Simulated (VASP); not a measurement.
Pd, 1 atom in the cell. Symmetry: I4/mmm, No. 139, tetragonal system. The conventional cell has a = 2.739 Å, b = 2.739 Å, c = 4.168 Å, α = 90.00°, β = 90.00°, γ = 90.00°. Around Pd (site symmetry 4/mmm) lie 12 Pd at 2.74 to 2.85 Å. The cell was built by a generator and needn't be a form met in nature.

```yaml
Program: VASP 6.6.1
Task: relaxation of cell and atoms
Functional: r2SCAN
Potentials_or_basis: VASP PAW PBE potentials, release 64 (Pd)
Cutoff: 600 eV
k_mesh: 8 × 8 × 8
Occupations: gaussian, width 0.1 eV
Spin: no spin polarisation
Dipole_correction: no
Further_INCAR_settings: ALGO = Normal; EDIFF = 1e-06; IBRION = 2; EDIFFG = -0.04; NSW = 90; ISIF = 3
```

Potentials or basis: VASP PAW PBE potentials, release 64 (Pd).

The run is started by

```bash
$ cat potpaw_PBE.64/Pd/POTCAR > POTCAR
$ cp INCAR.step1 INCAR
$ mpirun -np 1 vasp_std > vasp.out
$ cp INCAR.step2 INCAR
$ mpirun -np 1 vasp_std > vasp.out
```

Hardware: 1 thread of Intel(R) Xeon(R) Platinum 8488C (Sapphire Rapids), on a shared host.

How long does it take, and how much memory?

It took 2.5 min on 1 thread of Intel(R) Xeon(R) Platinum 8488C (Sapphire Rapids), with other jobs on the host, peak memory 0.16 GiB. Counts: scf iterations 53, k points 59, ion steps 6.
